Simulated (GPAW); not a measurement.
Runs of GPAW 26.7.0 on Se. Symmetry: P3_121, No. 152, trigonal system. Conventional cell: a = 4.366 Å, b = 4.366 Å, c = 4.954 Å, α = 90.00°, β = 90.00°, γ = 120.00°. Se (site symmetry 2) has 2 Se at 2.37 Å as nearest neighbours. 

```tsv
task	level	potentials or basis	cell	k mesh	cutoff (eV)	smearing	optimizer	fmax	max steps	convergence	band path	gap on the mesh (eV)	pressure (GPa)	V0 of scaled cells (Å³/atom)	relaxed volume (Å³/atom)	B0 (GPa)	largest force (eV/Å)
equation of state	PBEsol	PAW data sets generated in the run's folder for this functional, pw	as given	7 × 7 × 6	600	fermi-dirac 0.05 eV	-	-	-	-	-	-	-	27.37	-	57	-
relaxation of cell and atoms	PBE	GPAW PAW data sets (gpaw-data 1.2.1), pw	relaxed	7 × 7 × 6	600	fermi-dirac 0.05 eV	BFGS	0.01 eV/Å	40	density=1e-05 forces=0.0001	-	1.18	0.0	-	29.65	-	-
band structure	r2SCAN	GPAW PAW data sets (gpaw-data 1.2.1), pw	as given	7 × 7 × 6	600	fermi-dirac 0.05 eV	-	-	-	-	GMKGALHA,LM,KH	1.45	1.3	-	-	-	0.05
equation of state	LDA	PAW data sets generated in the run's folder for this functional, pw	as given	5 × 5 × 4	600	fermi-dirac 0.05 eV	-	-	-	-	-	-	-	26.70	-	61	-
equation of state	PBE	PAW data sets generated in the run's folder for this functional, pw	as given	5 × 5 × 4	600	fermi-dirac 0.05 eV	-	-	-	-	-	-	-	28.68	-	50	-
relaxation of cell and atoms	PBE+D3(BJ)	GPAW PAW data sets (gpaw-data 1.2.1), pw	relaxed	7 × 7 × 6	600	fermi-dirac 0.05 eV	FIRE	0.05 eV/Å	60	density=1e-05 forces=0.0001	-	0.90	-0.2	-	24.59	-	0.04
band structure	LDA	the program's PAW data sets (release 1.2.1) made for this functional, pw	as given	7 × 7 × 6	600	fermi-dirac 0.05 eV	-	-	-	-	GMKGALHA,LM,KH	1.09	-1.2	-	-	-	0.24
equation of state	optB88-vdW	GPAW PAW data sets (gpaw-data 1.2.1), pw	as given	5 × 5 × 4	600	fermi-dirac 0.05 eV	-	-	-	-	-	-	-	(a)	-	52	-
single point	PBE	GPAW PAW data sets (gpaw-data 1.2.1), pw	as given	7 × 7 × 6	600	gaussian 0.028 eV	-	-	-	-	-	1.21	2.8	-	-	-	0.42
relaxation of cell and atoms	PBEsol+D3(BJ)	PAW data sets generated in the run's folder for this functional, pw	relaxed	7 × 7 × 6	600	fermi-dirac 0.05 eV	BFGS	0.01 eV/Å	60	density=1e-05 forces=0.0001	-	0.79	0.0	-	22.32	-	-
band structure	PBE	SG15 ONCV 1.2, pw	as given	5 × 5 × 4	1100	fermi-dirac 0.05 eV	-	-	-	-	GMKGALHA,LM,KH	(b)	2.9	-	-	-	0.44
```

Alike in all rows: no spin polarisation.

Task: Estimate the missing entries.

Result: (a) 28.66; (b) 1.24.

Caveats: the cell was scaled at fixed shape and fractional positions, which overstates the stiffness of a crystal with free parameters, most of all of layers and chains (some runs); an odd mesh through Γ misses points on the zone boundary, where band edges often lie (some runs); later steps reuse the first step's grids (some runs); the mesh misses the band edges, which the band path finds closer together (some runs); the PAW data sets were made with another functional, which shifts forces and pressure a little (some runs); the volume moved by over 15 % at a fixed basis, so the end points are rough (some runs); the volume moved by -18 % from the deposited cell, more than functionals usually miss (some runs).

A k mesh can miss the band edges, and the runs leave out spin-orbit coupling on Se.

Not every run made on this cell is shown here.
